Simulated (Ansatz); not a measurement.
# ZnS (F-43m) in Ansatz: notebook, part 2 of 2

Ansatz 0.2.0.

### 4 Single point, PBEsol0, 18.94 Å³/atom (volume scaled by 0.96)

Contents of input.yaml:

```yaml
crystal:
  lattice:
    - [0.0, 2.6654820099, 2.6654820099]
    - [2.6654820099, 0.0, 2.6654820099]
    - [2.6654820099, 2.6654820099, 0.0]
  atoms:
    - { symbol: Zn, position: [0.75, 0.75, 0.75] }
    - { symbol: S, position: [0.0, 0.0, 0.0] }
hamiltonian:
  xc: { exchange: pbesol, correlation: pbesol, exx: { coeff: 0.25 } }
  pseudopotentials: { kind: paw }
kpoints:
  mp_grid: { grid: [5, 5, 5] }
scf:
  occupations: { method: fermi_dirac, width: 0.05 }
output:
  forces: true
  stress: true
  eigenvalues: true
  write_density: true
  write_potential: true
  elf: true
  volumetric_format: npy
```

Command:

```console
> ansatz run input.yaml --threads 2 --pin off --max-ram 5632MiB --backend cpu --events-out ev --progress --plain --runs-dir out
```

Wall time 12 s (2 threads of Arm Neoverse V1, shared host); peak memory 0.74 GiB.

Results (log left out):

- Free energy: -4184.2408 eV
- Pressure: 1.5 GPa
- Band gap on the k mesh: 4.08 eV, direct

Caveat: odd divisions of the mesh miss points on the zone boundary, where band edges often lie, so the gap on the mesh can be too wide; the PAW data sets come from PBE, with cores solved anew for the run's functional, which leaves a small shift of forces and pressure; the thresholds are loose for stress.

### 5 Single point, PBEsol0, 19.33 Å³/atom (volume scaled by 0.98)

input.yaml, as its differences from that of step 4:

```diff
@@ -2,5 +2,5 @@
   lattice:
-    - [0.0, 2.6654820099, 2.6654820099]
-    - [2.6654820099, 0.0, 2.6654820099]
-    - [2.6654820099, 2.6654820099, 0.0]
+    - [0.0, 2.6838652254, 2.6838652254]
+    - [2.6838652254, 0.0, 2.6838652254]
+    - [2.6838652254, 2.6838652254, 0.0]
   atoms:
@@ -19,5 +19 @@
   eigenvalues: true
-  write_density: true
-  write_potential: true
-  elf: true
-  volumetric_format: npy
```

Command:

```console
> ansatz run input.yaml --threads 2 --pin off --max-ram 5632MiB --backend cpu --events-out ev --progress --plain --runs-dir out
```

It took 11 s on 2 threads of Arm Neoverse V1, shared host; peak memory 0.74 GiB.

The run converged. Its results:

| Property | Result |
| --- | --- |
| Free energy | -4184.2439 eV |
| Pressure | -0.2 GPa |
| Band gap on the k mesh | 3.98 eV, direct |

Caveat: odd divisions of the mesh miss points on the zone boundary, where band edges often lie, so the gap on the mesh can be too wide; the PAW data sets come from PBE, with cores solved anew for the run's functional, which leaves a small shift of forces and pressure; the thresholds are loose for stress.

### 6 Single point, PBEsol0, 19.73 Å³/atom

input.yaml, as its differences from that of step 5:

```diff
@@ -2,5 +2,5 @@
   lattice:
-    - [0.0, 2.6838652254, 2.6838652254]
-    - [2.6838652254, 0.0, 2.6838652254]
-    - [2.6838652254, 2.6838652254, 0.0]
+    - [0.0, 2.702, 2.702]
+    - [2.702, 0.0, 2.702]
+    - [2.702, 2.702, 0.0]
   atoms:
```

Potentials or basis: Ansatz PAW.

Command:

```console
> ansatz run input.yaml --threads 2 --pin off --max-ram 5632MiB --backend cpu --events-out ev --progress --plain --runs-dir out
```

Run time: 12 s. Hardware: 2 threads of Arm Neoverse V1, shared host; peak memory 0.74 GiB.

Results (log left out):

* Free energy: -4184.2389 eV
* Pressure: -1.8 GPa
* Band gap on the k mesh: 3.88 eV, direct

Caveat: odd divisions of the mesh miss points on the zone boundary, where band edges often lie, so the gap on the mesh can be too wide; the PAW data sets come from PBE, with cores solved anew for the run's functional, which leaves a small shift of forces and pressure; the thresholds are loose for stress.

### 7 Single point, PBEsol0, 20.12 Å³/atom (volume scaled by 1.02)

input.yaml, as its differences from that of step 6:

```diff
@@ -2,5 +2,5 @@
   lattice:
-    - [0.0, 2.702, 2.702]
-    - [2.702, 0.0, 2.702]
-    - [2.702, 2.702, 0.0]
+    - [0.0, 2.7198945612, 2.7198945612]
+    - [2.7198945612, 0.0, 2.7198945612]
+    - [2.7198945612, 2.7198945612, 0.0]
   atoms:
```

Command:

```console
> ansatz run input.yaml --threads 2 --pin off --max-ram 5632MiB --backend cpu --events-out ev --progress --plain --runs-dir out
```

Wall time 12 s (2 threads of Arm Neoverse V1, shared host); peak memory 0.74 GiB.

The run converged. Its results:

```
Free energy            : -4184.2265 eV
Pressure               : -3.2 GPa
Band gap on the k mesh : 3.78 eV, direct
```

Caveat: odd divisions of the mesh miss points on the zone boundary, where band edges often lie, so the gap on the mesh can be too wide; the PAW data sets come from PBE, with cores solved anew for the run's functional, which leaves a small shift of forces and pressure; the thresholds are loose for stress.

### 8 Single point, PBEsol0, 20.52 Å³/atom (volume scaled by 1.04)

input.yaml, as its differences from that of step 7:

```diff
@@ -2,5 +2,5 @@
   lattice:
-    - [0.0, 2.7198945612, 2.7198945612]
-    - [2.7198945612, 0.0, 2.7198945612]
-    - [2.7198945612, 2.7198945612, 0.0]
+    - [0.0, 2.7375567091, 2.7375567091]
+    - [2.7375567091, 0.0, 2.7375567091]
+    - [2.7375567091, 2.7375567091, 0.0]
   atoms:
@@ -19 +19,5 @@
   eigenvalues: true
+  write_density: true
+  write_potential: true
+  elf: true
+  volumetric_format: npy
```

Command:

```console
> ansatz run input.yaml --threads 2 --pin off --max-ram 5632MiB --backend cpu --events-out ev --progress --plain --runs-dir out
```

It took 13 s on 2 threads of Arm Neoverse V1, shared host; peak memory 0.82 GiB.

Results (log left out):

```yaml
Free_energy: -4184.2076 eV
Pressure: -4.5 GPa
Band_gap_on_the_k_mesh: 3.69 eV, direct
```

Caveat: odd divisions of the mesh miss points on the zone boundary, where band edges often lie, so the gap on the mesh can be too wide; the PAW data sets come from PBE, with cores solved anew for the run's functional, which leaves a small shift of forces and pressure; the thresholds are loose for stress.

### 9 Single point, PBEsol0, 20.91 Å³/atom (volume scaled by 1.06)

input.yaml, as its differences from that of step 8:

```diff
@@ -2,5 +2,5 @@
   lattice:
-    - [0.0, 2.7375567091, 2.7375567091]
-    - [2.7375567091, 0.0, 2.7375567091]
-    - [2.7375567091, 2.7375567091, 0.0]
+    - [0.0, 2.7549938462, 2.7549938462]
+    - [2.7549938462, 0.0, 2.7549938462]
+    - [2.7549938462, 2.7549938462, 0.0]
   atoms:
```

Potentials or basis: Ansatz PAW.

Command:

```console
> ansatz run input.yaml --threads 2 --pin off --max-ram 5632MiB --backend cpu --events-out ev --progress --plain --runs-dir out
```

Run time: 13 s. Hardware: 2 threads of Arm Neoverse V1, shared host; peak memory 0.82 GiB.

The run converged. Its results:

| Item | Value |
| --- | --- |
| Free energy | -4184.1827 eV |
| Pressure | -5.6 GPa |
| Band gap on the k mesh | 3.60 eV, direct |

Caveat: odd divisions of the mesh miss points on the zone boundary, where band edges often lie, so the gap on the mesh can be too wide; the PAW data sets come from PBE, with cores solved anew for the run's functional, which leaves a small shift of forces and pressure; the thresholds are loose for stress.

### 10 Equation of state, PBEsol0

This step only gathers the single runs of the series.

Results:

* Equilibrium volume: 19.28 Å³/atom
* Bulk modulus: 82 GPa
* Pressure derivative of the bulk modulus: 4.3

Energy against volume, from the lowest point:
```
volume (Å³/atom)  energy (meV/atom)
          18.543               7.77
          18.938               1.58
          19.332               0.00
          19.727               2.50
          20.121               8.70
          20.516              18.14
          20.910              30.63
```

Caveat: the k mesh is coarse (spacing up to 0.40 Å⁻¹), so the values aren't converged, least of all with exact exchange; the PAW data sets were made with another functional, which shifts forces and pressure a little.

### 11 Against experiment

Step 2. Against the measured gap of ZnS, 3.85 eV (direct; 19 K; quoted in “Electronic, vibrational, and thermodynamic properties of ZnS (zincblende and rocksalt structure)”, 2009, arxiv:0911.5022), the calculated 3.88 eV is off by +0.03 eV. The value is that of PBEsol0, without temperature or zero-point motion.
